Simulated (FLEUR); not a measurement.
# Ru (P6_3/mmc) in FLEUR: further runs, part 2 of 2

FLEUR MaX-R8.1 (later development tree). Earlier steps stand in the parts before.

### 3 Equation of state, LDA exchange alone (X-alpha), 12.76 Å³/atom (volume scaled by 0.94)

inp.xml reads:

```xml
<?xml version="1.0" encoding="UTF-8" standalone="no"?>
<fleurInput fleurInputVersion="0.39">
   <comment>
      Ru                                                                                                  
   </comment>
   <calculationSetup>
      <cutoffs Kmax="3.82" Gmax="11.8" GmaxXC="11.8" numbands="0"/>
      <scfLoop itmax="60" minDistance="0.00001" maxIterBroyd="15" imix="Anderson" alpha="0.05" precondParam="0.0" spinf="2.0" sdNocoIR="T"/>
      <coreElectrons ctail="T" frcor="F" kcrel="0" coretail_lmax="0"/>
      <xcFunctional name="x-a" relativisticCorrections="F"/>
      <magnetism jspins="1"/>
      <soc l_soc="F" theta="0.0" phi="0.0" spav="F"/>
      <expertModes spex="0" secvar="F"/>
      <geometryOptimization l_f="F" forcealpha="1.0" forcemix="BFGS" epsdisp="0.00001" epsforce="0.00001"/>
      <ldaU l_linMix="F" mixParam="0.05" spinf="1.0"/>
   </calculationSetup>
   <cell>
      <bzIntegration valenceElectrons="32.0" mode="hist" fermiSmearingEnergy="0.00183747">
         <kPointListSelection listName="default-1"/>
         <!-- k-points included here -->
         <xi:include xmlns:xi="http://www.w3.org/2001/XInclude" href="kpts.xml"> </xi:include>
      </bzIntegration>
      <!-- symmetry operations included here -->
      <xi:include xmlns:xi="http://www.w3.org/2001/XInclude" href="sym.xml"> </xi:include>
      <bulkLattice scale="0.9795861087">
         <bravaisMatrix>
            <row-1>    5.1132209479426800     0.0000000000000000     0.0000000000000000</row-1>
            <row-2>   -2.5566104739713400     4.4281792361568231     0.0000000000000000</row-2>
            <row-3>    0.0000000000000000     0.0000000000000000     8.0916182929247409</row-3>
         </bravaisMatrix>
      </bulkLattice>
   </cell>
   <atomSpecies>
      <species name="Ruthenium (Ru)" element="Ru" atomicNumber="44">
         <mtSphere radius="2.25" gridPoints="767" logIncrement="0.017"/>
         <atomicCutoffs lmax="9" lnonsphr="7"/>
         <electronConfig flipSpins="F">
            <coreConfig>(1s1/2) (2s1/2) (2p1/2) (2p3/2) (3s1/2) (3p1/2) (3p3/2) (3d3/2) (3d5/2)</coreConfig>
            <valenceConfig>(4s1/2) (4p1/2) (4p3/2) (5s1/2) (4d3/2) (4d5/2)</valenceConfig>
            <stateOccupation state="(5s1/2)" spinUp="0.500000" spinDown="0.500000"/>
            <stateOccupation state="(4d3/2)" spinUp="1.400000" spinDown="1.400000"/>
            <stateOccupation state="(4d5/2)" spinUp="2.100000" spinDown="2.100000"/>
         </electronConfig>
         <energyParameters s="5" p="5" d="4" f="4"/>
         <lo type="SCLO" l="0" n="4" eDeriv="0"/>
         <lo type="SCLO" l="1" n="4" eDeriv="0"/>
         <lo type="SCLO" l="1" n="4" eDeriv="1"/>
         <lo type="SCLO" l="2" n="4" eDeriv="2"/>
         <lo type="SCLO" l="3" n="4" eDeriv="2"/>
      </species>
   </atomSpecies>
   <atomGroups>
      <atomGroup species="Ruthenium (Ru)">
         <relPos label="                   1">-1.000/3.000 1.000/3.000 -1.000/4.000</relPos>
         <relPos label="                   2">1.000/3.000 -1.000/3.000 1.000/4.000</relPos>
         <force calculate="T" relaxXYZ="TTT"/>
      </atomGroup>
   </atomGroups>
   <output dos="F" band="F" slice="F">
      <checks vchk="F" cdinf="F"/>
      <bandDOS minEnergy="-.5*Htr" maxEnergy="0.5*Htr" sigma="0.015" storeEVData="T"/>
      <vacuumDOS vacdos="F" integ="F" star="F" nstars="0" locx1="0.0" locy1="0.0" locx2="0.0" locy2="0.0" nstm="0" tworkf="0.0"/>
      <unfoldingBand unfoldBand="F" supercellX="1" supercellY="1" supercellZ="1"/>
      <plotting iplot="0" polar="F">
         <plot TwoD="T" vec1="  1.0  0.0  0.0" vec2="  0.0  1.0  0.0" vec3="  0.0  0.0  1.0" zero="  0.0  0.0  0.0" file="plot"/>
      </plotting>
      <chargeDensitySlicing numkpt="0" minEigenval="0.0" maxEigenval="0.0" nnne="0" pallst="F"/>
      <specialOutput eonly="F"/>
      <moessbauerParams electricFieldGradient="T" isomerShift="T" coreHyperfine="T" valenceHyperfine="T"/>
      <magneticCircularDichroism mcd="F" energyLo="-10.0" energyUp="0.0"/>
   </output>
  <!-- We include the file relax.xml here to enable relaxations (see documentation) -->
  <xi:include xmlns:xi="http://www.w3.org/2001/XInclude" href="relax.xml"> <xi:fallback/> </xi:include>
</fleurInput>
```

Potentials or basis: all-electron, FLAPW.

The run is started by

```console
$ inpgen -f crystal.txt -profile fastHighL
$ # inp.xml edited to the form shown
$ fleur_MPI
```

Output:

```text
Welcome to FLEUR        (www.flapw.de)
      MaX-Release 8.1          (www.max-centre.eu)

 ========== k-point set info ==========
 Selected k-point list: default-1
 k-point list type: mesh
 11 x 11 x 6
 Number of k points: 64

 ------------Calculation Setup---------------------------
 Number of MPI-tasks      :            1
 Number of PE/node        :            1
 Number of OMP-threads    :            1
 Most efficient MPI parallelization for:
           1           2           4           8          16          32          64
 Additional eigenvalue parallelization possible
 Number of basis functions:          241
 Approximate size of matrices (H+S) per k-point:         0.001 GB
 --------------------------------------------------------
 Iteration:     1   Distance:      19.86620901 me/bohr^3
 Iteration:     2   Distance:      17.68065288 me/bohr^3
 Iteration:     3   Distance:       5.83139232 me/bohr^3
 Iteration:     4   Distance:       2.20703378 me/bohr^3
 Iteration:     5   Distance:       1.14080483 me/bohr^3
 Iteration:     6   Distance:       0.55989501 me/bohr^3
 Iteration:     7   Distance:       0.09536419 me/bohr^3
 Iteration:     8   Distance:       0.01069432 me/bohr^3
 Iteration:     9   Distance:       0.00788329 me/bohr^3
 Iteration:    10   Distance:       0.00093201 me/bohr^3
 Iteration:    11   Distance:       0.00054898 me/bohr^3
 Iteration:    12   Distance:       0.00029925 me/bohr^3
 Iteration:    13   Distance:       0.00001151 me/bohr^3
 Iteration:    14   Distance:       0.00000616 me/bohr^3

 ********************************************************************
 Run finished successfully
 Stop message:
   all done
 ********************************************************************
```

out.xml (last iteration):

```text
<iteration numberForCurrentRun="   14" overallNumber="   14">
         <energyParameters units="Htr">
            <atomicEP atomType="1" spin="1" branch="5s" branchLowest="-1.95" branchHighest="2.96" value="0.4277457367"/>
            <atomicEP atomType="1" spin="1" branch="5p" branchLowest="-0.80" branchHighest="3.74" value="0.5463020330"/>
            <atomicEP atomType="1" spin="1" branch="4d" branchLowest="-9.22" branchHighest="0.99" value="0.5491807482"/>
            <atomicEP atomType="1" spin="1" branch="4f" branchLowest="-9.99" branchHighest="2.85" value="0.8261742156"/>
            <loAtomicEP atomType="1" spin="1" branch="4s" branchLowest="-19.53" branchHighest="-1.95" value="-1.9872759537"/>
            <loAtomicEP atomType="1" spin="1" branch="4p" branchLowest="-15.58" branchHighest="-0.80" value="-0.8927541359"/>
            <loAtomicEP atomType="1" spin="1" branch="4p" branchLowest="-15.58" branchHighest="-0.80" value="-0.8927541359"/>
            <loAtomicEP atomType="1" spin="1" branch="4d" branchLowest="-9.22" branchHighest="0.99" value="0.5467518952"/>
            <loAtomicEP atomType="1" spin="1" branch="4f" branchLowest="-9.99" branchHighest="2.85" value="0.8261763785"/>
         </energyParameters>
         <eigenvalues>
            <eigenvaluesAt spin="1" ikpt="1" k_x="0.00000000" k_y="0.00000000" k_z="0.00000000">
                      -1.9959416833       -1.9860211021       -0.9195150104       -0.8763825812       -0.8763825812
                      -0.8686657897       -0.8686657897       -0.8667791297        0.3727389579        0.4365125303
                       0.5810798701        0.5810798701        0.5883247511        0.6093605638        0.6093605639
                       0.6310089658        0.6310089658        0.7321579606        0.7361192067        0.7361192067
                       1.0908113634        1.2247977542        1.3160261657        1.3473842627        1.5296079398
            </eigenvaluesAt>
            <eigenvaluesAt spin="1" ikpt="2" k_x="0.00000000" k_y="0.00000000" k_z="0.16666667">
                      -1.9952884363       -1.9866990575       -0.9161448214       -0.8758676522       -0.8758676522
                      -0.8704865086       -0.8691780145       -0.8691780145        0.3848141948        0.4407123890
                       0.5750946987        0.5750946987        0.5822827235        0.6022221272        0.6022221272
                       0.6471419626        0.6471419626        0.6961301626        0.7367948170        0.7367948170
                       1.1383808360        1.2046633752        1.3155579125        1.3611845919        1.4633809356
            </eigenvaluesAt>
            <eigenvaluesAt spin="1" ikpt="3" k_x="0.00000000" k_y="0.00000000" k_z="0.33333333">
                      -1.9935012334       -1.9885431638       -0.9068656379       -0.8805163652       -0.8744676121
                      -0.8744676121       -0.8706019667       -0.8706019667        0.4161115444        0.4492718485
                       0.5702524558        0.5702524558        0.5706281472        0.5872347552        0.5872347552
                       0.6272487325        0.6791576442        0.6791576442        0.7311060689        0.7311060689
                       1.1934315332        1.2302119681        1.2742470039        1.4146261131        1.4353933896
            </eigenvaluesAt>
            <eigenvaluesAt spin="1" ikpt="4" k_x="0.00000000" k_y="0.00000000" k_z="0.50000000">
                      -1.9910356079       -1.9910356079       -0.8938621569       -0.8938621569       -0.8725423483
                      -0.8725423483       -0.8725423483       -0.8725423483        0.4460101632        0.4460101632
                       0.5746273643        0.5746273643        0.5746273643        0.5746273643        0.5772782242
                       0.5772782242        0.7107410575        0.7107410575        0.7107410575        0.7107410575
                       1.2101811621        1.2101811621        1.3659553643        1.3659553643        1.4568156795
            </eigenvaluesAt>
         </eigenvalues>
         <bandgap value="0.0027528967" units="eV"/>
         <sumValenceSingleParticleEnergies value="-9.7084323873" units="Htr"/>
         <FermiEnergy value="0.6843428124" units="Htr"/>
         <valenceDensity>
            <mtCharges spin="1">
               <mtCharge atomType="1" total="13.9451793" s="2.2858375" p="6.2061402" d="5.3925950" f="0.0491985"/>
            </mtCharges>
            <spinDependentCharge spin="1" total="32.0000000" interstitial="4.1096414" mtSpheres="27.8903586"/>
            <totalCharge value="32.0000000000"/>
         </valenceDensity>
         <coreStates atomType="     1" atomicNumber=" 44" spin="1" kinEnergy="   4576.3035333962" eigValSum="  -2679.9032361447" lostElectrons=" 0.000001">
            <state n="1" l="0" j="0.5" energy="-803.8401343934" weight="1.0000000000"/>
            <state n="2" l="0" j="0.5" energy="-114.8701623716" weight="1.0000000000"/>
            <state n="2" l="1" j="0.5" energy="-106.1460495202" weight="1.0000000000"/>
            <state n="2" l="1" j="1.5" energy="-101.3432198834" weight="2.0000000000"/>
            <state n="3" l="0" j="0.5" energy="-19.5297195067" weight="1.0000000000"/>
            <state n="3" l="1" j="0.5" energy="-16.1433466746" weight="1.0000000000"/>
            <state n="3" l="1" j="1.5" energy="-15.3281074925" weight="2.0000000000"/>
            <state n="3" l="2" j="1.5" energy="-9.3113034933" weight="2.0000000000"/>
            <state n="3" l="2" j="2.5" energy="-9.1523146225" weight="3.0000000000"/>
         </coreStates>
         <allElectronCharges>
            <spinDependentCharge spin="1" total="88.0000000" interstitial="4.1096430" mtSpheres="83.8903570"/>
            <totalCharge value="87.9999999966"/>
         </allElectronCharges>
         <moessbauerParams unitsHFF="kG" unitsIS="e/bohr^3" unitsEFG="Htr/bohr^2">
            <coreIsomerShift atomType="1" isTotal="110742.06394">
               <shell n="1" l="0" isomerShift="97610.91750"/>
               <shell n="2" l="0" isomerShift="10904.17242"/>
               <shell n="2" l="1" isomerShift="196.47118"/>
               <shell n="3" l="0" isomerShift="1992.33023"/>
               <shell n="3" l="1" isomerShift="38.17261"/>
               <shell n="3" l="2" isomerShift="0.00000"/>
            </coreIsomerShift>
            <isomerShift atomType="1" nucleusRadius="0.0001100" averageDensity="111124.38455"/>
            <electricFieldGradient atomType="1" VXX="0.06997" VYY="0.06997" VZZ="-0.13994" asymParam="0.00000">
            </electricFieldGradient>
         </moessbauerParams>
         <totalEnergy                                    value="    -9046.5954094328" units="Htr">
            <sumOfEigenvalues                            value="    -5369.5149046767">
               <coreElectrons value="-5359.8064722894"/>
               <valenceElectrons value="-9.7084323873"/>
            </sumOfEigenvalues>
            <densityCoulombPotentialIntegral value="-14452.8439156286"/>
            <densityEffectivePotentialIntegral value="-14786.7944564710"/>
            <chargeDenXCDenIntegral value="-250.4629056335"/>
            <FockExchangeEnergyValence value="0.0000000000"/>
            <FockExchangeEnergyCore value="0.0000000000"/>
            <atomTypeDependentContributions atomType="1">
               <electronNucleiInteractionDifferentMTs value="10924.6375466620"/>
               <MadelungTerm value="-62.3525511173"/>
            </atomTypeDependentContributions>
            <tkbTimesEntropy value="0.0005604792"/>
            <freeEnergy value="-9046.5959699120"/>
            <extrapolationTo0K value="-9046.5956896724"/>
         </totalEnergy>
         <densityConvergence units="me/bohr^3">
            <chargeDensity spin="1" distance="0.0000061614"/>
         </densityConvergence>
      </iteration>
```

Run time: 16 s. Hardware: 1 thread of Arm Neoverse V1, shared host; peak memory 0.08 GiB.

What came out:

```
Free energy                                           : -246170.4171 eV
Band gap on the k mesh                                : none (metal or under the smearing width)
Valence electrons inside the program's atomic spheres : Ru 13.95 (radii Ru 2.25 bohr)
```

Caveat: the plane-wave cutoff is short for the semicore states, which can make moduli rough.

### 4 Equation of state, LDA exchange alone (X-alpha), 13.03 Å³/atom (volume scaled by 0.96)

Changes to inp.xml since step 3:

```diff
@@ -24,3 +24,3 @@
       <xi:include xmlns:xi="http://www.w3.org/2001/XInclude" href="sym.xml"> </xi:include>
-      <bulkLattice scale="0.9795861087">
+      <bulkLattice scale="0.9864848297">
          <bravaisMatrix>
```

The run is started by

```console
$ inpgen -f crystal.txt -profile fastHighL
$ # inp.xml edited to the form shown
$ fleur_MPI
```

Wall time 18 s (1 thread of Arm Neoverse V1, shared host); peak memory 0.09 GiB.

It converged, with:

- Free energy: -246170.4883 eV
- Band gap on the k mesh: none (metal or under the smearing width)
- Valence electrons inside the program's atomic spheres: Ru 13.91 (radii Ru 2.25 bohr)

Caveat: the plane-wave cutoff is short for the semicore states, which can make moduli rough.

### 5 Equation of state, LDA exchange alone (X-alpha), 13.57 Å³/atom

Changes to inp.xml since step 4:

```diff
@@ -24,3 +24,3 @@
       <xi:include xmlns:xi="http://www.w3.org/2001/XInclude" href="sym.xml"> </xi:include>
-      <bulkLattice scale="0.9864848297">
+      <bulkLattice scale="1.0000000000">
          <bravaisMatrix>
```

The run is started by

```console
$ inpgen -f crystal.txt -profile fastHighL
$ # inp.xml edited to the form shown
$ fleur_MPI
```

Run time: 18 s. Hardware: 1 thread of Arm Neoverse V1, shared host; peak memory 0.09 GiB.

It converged, with:

```yaml
Free_energy: -246170.5459 eV
Band_gap_on_the_k_mesh: none (metal or under the smearing width)
Valence_electrons_inside_the_program's_atomic_spheres: Ru 13.84 (radii Ru 2.25 bohr)
```

Caveat: the plane-wave cutoff is short for the semicore states, which can make moduli rough.

### 6 Equation of state, LDA exchange alone (X-alpha), 14.12 Å³/atom (volume scaled by 1.04)

Changes to inp.xml since step 5:

```diff
@@ -24,3 +24,3 @@
       <xi:include xmlns:xi="http://www.w3.org/2001/XInclude" href="sym.xml"> </xi:include>
-      <bulkLattice scale="1.0000000000">
+      <bulkLattice scale="1.0131594038">
          <bravaisMatrix>
```

Potentials or basis: all-electron, FLAPW.

The run is started by

```console
$ inpgen -f crystal.txt -profile fastHighL
$ # inp.xml edited to the form shown
$ fleur_MPI
```

It took 19 s on 1 thread of Arm Neoverse V1, shared host; peak memory 0.09 GiB.

Results (log left out):

* Free energy: -246170.5127 eV
* Band gap on the k mesh: none (metal or under the smearing width)
* Valence electrons inside the program's atomic spheres: Ru 13.77 (radii Ru 2.25 bohr)

Caveat: the plane-wave cutoff is short for the semicore states, which can make moduli rough.

### 7 Equation of state, LDA exchange alone (X-alpha), 14.39 Å³/atom (volume scaled by 1.06)

Changes to inp.xml since step 6:

```diff
@@ -24,3 +24,3 @@
       <xi:include xmlns:xi="http://www.w3.org/2001/XInclude" href="sym.xml"> </xi:include>
-      <bulkLattice scale="1.0131594038">
+      <bulkLattice scale="1.0196128224">
          <bravaisMatrix>
```

The run is started by

```console
$ inpgen -f crystal.txt -profile fastHighL
$ # inp.xml edited to the form shown
$ fleur_MPI
```

Wall time 19 s (1 thread of Arm Neoverse V1, shared host); peak memory 0.09 GiB.

The run converged. Its results:

```yaml
Free_energy: -246170.4673 eV
Band_gap_on_the_k_mesh: none (metal or under the smearing width)
Valence_electrons_inside_the_program's_atomic_spheres: Ru 13.75 (radii Ru 2.25 bohr)
```

Caveat: the plane-wave cutoff is short for the semicore states, which can make moduli rough.

### 8 Equation of state, LDA exchange alone (X-alpha)

No new run: the results of the series are fitted here.

What came out:

- Equilibrium volume: 13.63 Å³/atom
- Bulk modulus at fixed shape and positions: 331 GPa

Energy against volume, from the lowest point:
```
volume (Å³/atom)  energy (meV/atom)
          12.760              64.38
          13.032              28.79
          13.575               0.00
          14.118              16.61
          14.389              39.31
```

Caveat: the plane-wave cutoff is short for the semicore states, which can make moduli rough; the cell was scaled at fixed shape and fractional positions, which overstates the stiffness of a crystal with free parameters, most of all of layers and chains.
